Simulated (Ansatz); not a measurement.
ZnS at a changed volume — quadrupolar parameters

The cell is a computed structure from the Materials Project (it need not be an observed phase), relaxed with PBE at fixed cell and then changed (volume scaled by 0.99).

```
CELL_PARAMETERS angstrom
3.79236 0.00000 0.00000
-1.89618 3.28428 0.00000
0.00000 0.00000 24.83260
ATOMIC_POSITIONS crystal
Zn 0.33333 0.66667 0.12512
Zn 0.00000 0.00000 0.00016
Zn 0.66667 0.33333 0.62505
Zn 0.66667 0.33333 0.87514
Zn 0.00000 0.00000 0.75002
Zn 0.33333 0.66667 0.50008
Zn 0.00000 0.00000 0.37509
Zn 0.66667 0.33333 0.25013
S 0.66667 0.33333 0.34372
S 0.66667 0.33333 0.71858
S 0.33333 0.66667 0.21873
S 0.00000 0.00000 0.84367
S 0.66667 0.33333 0.96881
S 0.00000 0.00000 0.09373
S 0.33333 0.66667 0.59369
S 0.00000 0.00000 0.46869
```

Atom numbers follow the list; atoms alike are taken as one site, whose name carries the number of the first.

Level of theory: DFT, PBE, plane waves and PAW, scalar-relativistic, 420 eV cutoff, Γ-centred 8×8×2 k-points, Fermi–Dirac smearing 0.02 eV (Ansatz 0.2.0).

C_Q = eQV_zz/h, which is 24.18 MHz for Q = 1 b and V_zz = 10²¹ V/m²; η = (V_xx − V_yy)/V_zz. Directions are in the Cartesian axes of the cell vectors above, for the atom listed; none is given where the gradient is under 0.02 or η is above 0.95.

```tsv
site	first atom	first shell	V_zz (10²¹ V/m²)	η	direction of V_zz (x, y, z)
Zn1	1	4 S at 2.32 Å	0.008	0.00	–
Zn2	2	4 S at 2.32 Å	0.047	0.00	0.00 0.00 1.00
Zn3	3	4 S at 2.32 Å	-0.007	0.00	–
Zn4	4	4 S at 2.32–2.33 Å	-0.055	0.00	0.00 0.00 1.00
Zn5	5	4 S at 2.32–2.33 Å	-0.091	0.00	0.00 0.00 1.00
Zn6	6	4 S at 2.32 Å	<0.005	–	–
Zn7	7	4 S at 2.32 Å	0.005	0.00	–
S9	9	4 Zn at 2.32 Å	0.084	0.00	0.00 0.00 1.00
S10	10	4 Zn at 2.32 Å	0.13	0.00	0.00 0.00 1.00
S11	11	4 Zn at 2.32 Å	0.095	0.00	0.00 0.00 1.00
S12	12	4 Zn at 2.32–2.33 Å	0.29	0.00	0.00 0.00 1.00
S13	13	4 Zn at 2.32–2.33 Å	0.24	0.00	0.00 0.00 1.00
S15	15	4 Zn at 2.32 Å	0.088	0.00	0.00 0.00 1.00
S16	16	4 Zn at 2.32 Å	0.090	0.00	0.00 0.00 1.00
```

An axis of threefold or higher order runs through Zn1, Zn2, Zn3, Zn4, Zn5 and Zn7 and others, so V_zz lies along it and η is zero.

The run took 1.8 min of wall time (1.8 min of CPU time) and 0.71 GiB at its peak, on 1 thread of Arm Neoverse V1 (aarch64; 8 cores open to the job, memory cap 3.0 GiB, no GPU), a shared host with a load of 0.3 a core.
